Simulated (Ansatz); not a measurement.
**SiC (h-MgO type) from LDA to hybrids**

All numbers come from the plane-wave code Ansatz. The calculation is spin-unpolarised, and the structure need not be a phase that has been made.

Structure: SiC in the h-MgO structure (it has left that coordination), at its r2SCAN minimum. Space group P6_3/mmc (No. 194), hexagonal; conventional cell a = 3.137 Å, c = 4.933 Å, 10.51 Å³ an atom. Si is surrounded by 3 C at 1.81 Å; C is surrounded by 3 Si at 1.81 Å.

```
Si C
1.0
     3.13734    0.00000    0.00000
    -1.56867    2.71701    0.00000
     0.00000    0.00000    4.93271
Si C
2 2
Direct
  0.33333 0.66667 0.25000
  0.66667 0.33333 0.75000
  0.66667 0.33333 0.25000
  0.33333 0.66667 0.75000
```

Band edges at fixed r2SCAN geometry:

| level | k mesh | gap (eV) | kind | edges | least direct gap (eV) | rough cost |
| --- | --- | --- | --- | --- | --- | --- |
| LDA | 12×12×6 | none (overlap 0.20) | – | – | – | 6 core-seconds |
| PBE | 12×12×6 | none (overlap 0.12) | – | – | – | 8 core-seconds |
| r2SCAN | 12×12×6 | 0.11 | indirect | Γ → M | 1.87 | 13 core-seconds |
| HSE06 | 6×6×4 | 0.55 | indirect | Γ → M | 2.43 | 2.4 core-minutes |

All runs use a smearing of 0.02 eV.
Wave cutoffs: 420 eV, 500 eV (r2SCAN).
Costs come from shared machines and give only the order; PBE's includes the band path.

HSE06 gives an indirect gap of 0.55 eV, from Γ to M; the least direct gap is 2.43 eV at Γ.

The levels disagree on the kind of gap: indirect with r2SCAN, HSE06; no gap with LDA, PBE.

Where bands overlap the cell is a metal at that level, and these k meshes limit energies, forces and stress. Overlaps of a few tenths of an eV in semilocal functionals can be an artefact that a hybrid or GW lifts.

The meshes of the hybrids are coarse, so their gaps aren't converged to the digits shown.
